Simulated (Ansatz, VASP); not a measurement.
## One calculation of C, two programs

File POSCAR:

```
C
1.0
    2.4170854502      0.0000000000      0.0000000000
   -1.2085427251      2.0932574030      0.0000000000
    0.0000000000      0.0000000000      4.0254601716
C
4
Direct
    0.3333333333      0.6666666667      0.0006205741
    0.6666666667      0.3333333333      0.5006205741
    0.3333333333      0.6666666667      0.3743794259
    0.6666666667      0.3333333333      0.8743794259
```

File INCAR.step1:

```
SYSTEM = C
  PREC = Accurate
  ENCUT = 520
  ISMEAR = 0
  SIGMA = 0.01
  LREAL = .False.
  LASPH = .True.
  NELM = 100
  NBANDS = 16
  GGA = PE
  ALGO = Normal
  EDIFF = 1E-4
  LWAVE = .True.
  LCHARG = .False.
```

File INCAR.step2:

```
SYSTEM = C
  PREC = Accurate
  ENCUT = 520
  EDIFF = 1E-6
  ISMEAR = 0
  SIGMA = 0.01
  LREAL = .False.
  LASPH = .True.
  NELM = 100
  ALGO = Normal
  ISIF = 2
  LWAVE = .False.
  LCHARG = .False.
  METAGGA = R2SCAN
  LMIXTAU = .True.
  NBANDS = 16
  ISTART = 1
```

The input KPOINTS:

```
regular mesh
0
Gamma
  12 12 6
  0 0 0
```

Input for Ansatz:

```yaml
crystal:
  lattice:
    - [2.4170854502, 0.0, 0.0]
    - [-1.2085427251, 2.093257403, 0.0]
    - [0.0, 0.0, 4.0254601716]
  atoms:
    - { symbol: C, position: [0.3333333333, 0.6666666667, 0.0006205741] }
    - { symbol: C, position: [0.6666666667, 0.3333333333, 0.5006205741] }
    - { symbol: C, position: [0.3333333333, 0.6666666667, 0.3743794259] }
    - { symbol: C, position: [0.6666666667, 0.3333333333, 0.8743794259] }
kpoints:
  mp_grid: { grid: [12, 12, 6] }
  band_path:
    path:
      - [0.0, 0.0, 0.0]
      - [0.5, 0.0, 0.0]
      - [0.3333333333, 0.3333333333, 0.0]
      - [0.0, 0.0, 0.5]
      - [0.5, 0.0, 0.5]
      - [0.3333333333, 0.3333333333, 0.5]
    npoints: 1
hamiltonian:
  xc: r2scan
scf:
  occupations: { method: fixed }
  n_extra_bands: 5
output:
  forces: true
  stress: true
  eigenvalues: true
```

Change from the starting cell: hydrostatic strain -3.4%.

Alike in both runs: task single point; functional r2SCAN; k mesh 12 × 12 × 6; no spin polarisation.

|  | VASP | Ansatz |
| --- | --- | --- |
| version | VASP 6.6.1 | Ansatz 0.2.0 |
| potentials or method | VASP PAW PBE potentials, release 64 (C) | plane waves, PAW |
| plane-wave cutoff (eV) | 520 | 500 |
| occupations | gaussian, width 0.01 eV | fixed |
| valence electrons in the cell | 16 | 16 |

|  | VASP | Ansatz | Ansatz less VASP |
| --- | --- | --- | --- |
| gap on the k mesh at the Fermi level (eV) | 3.11 | 3.15 | +0.042 |
| pressure (GPa) | 58.9 | 57.3 | -1.62 |
| largest component of the traceless stress (GPa) | 0.94 | 0.96 | +0.018 |
| rms of the force components (eV/Å) | 0.006 | 0.000 | -0.0055 |

Atom by atom the forces differ by 0.006 eV/Å (rms over components).

Caveats: so large a pressure means that the cell lies far from this level's equilibrium, or that cutoff or potentials fall short (VASP); the potentials were made for another functional, which shifts forces and pressure (VASP).
